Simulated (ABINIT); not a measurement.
The system is Pb.

```
Pb
1.0
     0.00000    2.47502    2.47502
     2.47502    0.00000    2.47502
     2.47502    2.47502    0.00000
Pb
1
Direct
  0.00000 0.00000 0.00000
```

Base run:

| Property | Result |
| --- | --- |
| Program | ABINIT 10.8.3 (patched build) |
| Functional | r2SCAN |
| Potentials or basis | SPMS NC PBE v1.0 |
| Cutoff | 707 eV |
| k mesh | 9 × 9 × 9 |
| Occupations | fermi-dirac, width 0.05 eV |
| Spin | no spin polarisation |

Its results: band gap on the k mesh none (metal or under the smearing width); pressure -0.4 GPa.

**Question.** The run is repeated on the same cell with these changes: functional from r2SCAN to RPBE; potentials or basis from SPMS NC PBE v1.0 to JTH PAW PBE v2.0 sp; cutoff from 707 eV to 408 eV; valence electrons from 14 to 4. What comes out?

**Answer.** Band gap on the k mesh none (metal or under the smearing width); pressure 3.9 GPa.

Caveats: spin-orbit coupling is left out, which moves the levels of the heavy elements; a meta-GGA on potentials with a model core is unreliable (some runs); the potentials were made for another functional, which shifts forces and pressure (some runs); the PAW data sets were made with another functional, which shifts forces and pressure a little (some runs); this set keeps more shells in the core, which shifts pressures and gaps (some runs).
